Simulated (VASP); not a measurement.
Set up this calculation in VASP 6.6.1, as the native input.

| Property | Result |
| --- | --- |
| Task | relaxation of cell and atoms |
| Functional | PBEsol |
| Potentials or basis | VASP PAW PBE potentials, release 64 (C, O) |
| Cutoff | 600 eV |
| k mesh | 12 × 12 × 12 |
| Occupations | gaussian, width 0.03 eV |
| Spin | no spin polarisation |
| Further INCAR settings | ALGO = Normal; EDIFF = 1e-07; IBRION = 2; EDIFFG = -0.005; NSW = 90; ISIF = 3 |

The structure of CO2 lies in POSCAR:

```
CO2                                     
1.0
   -1.9641298852      1.9641298852      2.9685056229
    1.9641298852     -1.9641298852      2.9685056229
    1.9641298852      1.9641298852     -2.9685056229
  C               O             
     2     4
Direct
     0.0000000000000000    0.0000000000000000    0.0000000000000000
     0.7500000000000000    0.2500000000000000    0.5000000000000000
     0.3750000000000000    0.2923978860104948    0.4173978860104948
     0.7076021139895052    0.1250000000000000    0.0826021139895053
     0.8750000000000000    0.9576021139895052    0.5826021139895052
     0.0423978860104947    0.6250000000000000    0.9173978860104948
```

These files were run (other wordings do the same):

INCAR

```
  ALGO = Normal
  EDIFF = 1E-7
  EDIFFG = -0.005
  ENCUT = 600
  GGA = PS
  IBRION = 2
  ISIF = 3
  ISMEAR = 0
  KPAR = 2
  LASPH = True
  LCHARG = False
  LREAL = False
  LWAVE = False
  NELM = 80
  NSW = 90
  PREC = Accurate
  SIGMA = 0.03
```

KPOINTS

```
k-points
0
Gamma
  12 12 12
```

Potentials or basis: VASP PAW PBE potentials, release 64 (C, O).

Run with:

```console
$ cat potpaw_PBE.64/C/POTCAR potpaw_PBE.64/O/POTCAR > POTCAR
$ mpirun -np 2 vasp_std > vasp.out
```

Results of the run:

```json
{
  "Relaxed volume": "7.61 Å³/atom",
  "Relaxed cell": "a = 4.064 Å, b = 4.064 Å, c = 4.064 Å, α = 122.31°, β = 122.31°, γ = 86.04°",
  "Space group after relaxing (to 0.05 Å)": "I-42d (No. 122)",
  "Energy gained by relaxing": "0.0 meV/atom",
  "Ionic steps": "6",
  "Pressure after relaxing": "0.0 GPa",
  "Band gap on the k mesh": "7.56 eV, indirect (least direct gap 7.99 eV)"
}
```

Caveat: the PAW data sets were made with another functional, which shifts forces and pressure a little.

It took 2.6 min on 2 MPI ranks on Intel(R) Xeon(R) Platinum 8488C (Sapphire Rapids), on a shared host, peak memory 0.27 GiB a rank.
